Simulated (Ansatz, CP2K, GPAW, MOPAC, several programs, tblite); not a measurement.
## What each method gives for MgTe (F-43m)

A 2-atom cell of MgTe (F-43m) from a materials database, relaxed with r2SCAN in Ansatz, was computed with several methods. The symmetry is F-43m (No. 216, cubic); a = 6.466 Å in the conventional setting, 33.80 Å³ an atom. Around Mg lie 4 Te at 2.80 Å; around Te lie 4 Mg at 2.80 Å. Calculated for a static, non-magnetic cell.

```
Mg Te
1.0
     0.00000    3.23312    3.23312
     3.23312    0.00000    3.23312
     3.23312    3.23312    0.00000
Mg Te
1 1
Direct
  0.00000 0.00000 0.00000
  0.75000 0.75000 0.75000
```

Gaps and times are for a single point on this cell; volume and bulk modulus come from each method's own relaxation or energy curve at fixed shape. Times are rough, from shared hosts (Arm Neoverse V2), and each method has its own mesh and cell size. PM6 (MOPAC) and PM7 (MOPAC): levels, charges or heat of formation failed a check of plausibility, so no values are given. PM6 (MOPAC), PM7 (MOPAC), GFN1-xTB (tblite), GFN2-xTB (tblite) treat a cluster of cells at its zone centre, which samples few k points: where these miss a band edge, the gap comes out too large for that reason alone. Gaps from k meshes are read at a limited set of points (mesh, symmetry points, PBE's band edges), so each method's own least gap may be somewhat smaller. xTB and the PM methods were fitted mostly to molecules, and can miss a solid's gap by electronvolts. Minimal bases can be far off for gaps. GLLB-SC's gap includes the derivative discontinuity. d marks a direct gap, i an indirect one (no mark: not told apart), a dash a value that wasn't computed or didn't pass its checks.

| method | kind | gap (eV) | own volume (Å³/atom) | bulk modulus (GPa) | atoms computed | processor time |
| --- | --- | --- | --- | --- | --- | --- |
| light PBE (260 eV and a coarse mesh) | light plane-wave | 2.39 d | – | – | 2 | 0.8 s |
| PM6 (MOPAC) | semi-empirical | – | – | – | 64 | 1.5 s |
| PM7 (MOPAC) | semi-empirical | – | – | – | 64 | 1.9 s |
| GFN1-xTB (tblite) | tight binding | 1.36 | – | – | 64 | 2.1 s |
| PBE | semilocal | 2.42 d | 34.48 | 34 | 2 | 3.5 s |
| PBE/single zeta (GPAW) | small basis | 2.20 d | – | – | 2 | 4.2 s |
| GFN2-xTB (tblite) | tight binding | 1.29 | 35.13 | 29 | 64 | 5 s |
| PBE/SZV (CP2K) | small basis | 1.61 d | – | – | 2 | 5.7 s |
| r2SCAN | semilocal | 3.10 d | 33.80 | 37 | 2 | 8.7 s |
| GLLB-SC (GPAW) | model potential | 4.49 | – | – | 2 | 10 s |
| PBE/DZVP (CP2K) | small basis | 2.23 d | – | – | 2 | 11 s |

Against r2SCAN (3.10 eV) and with closed or daggered gaps left aside, the nearest gap at the points sampled is that of PBE (-0.68 eV) and the farthest that of GFN2-xTB (tblite) (-1.81 eV). r2SCAN is only a yardstick of convenience: semilocal gaps usually lie below measured ones, which GLLB-SC and hybrids aim to mend.

Volumes against r2SCAN's: PBE +2.0 %, GFN2-xTB (tblite) +3.9 %.

Spin-orbit coupling is left out, which matters wherever the heavy atoms make up the band edges.
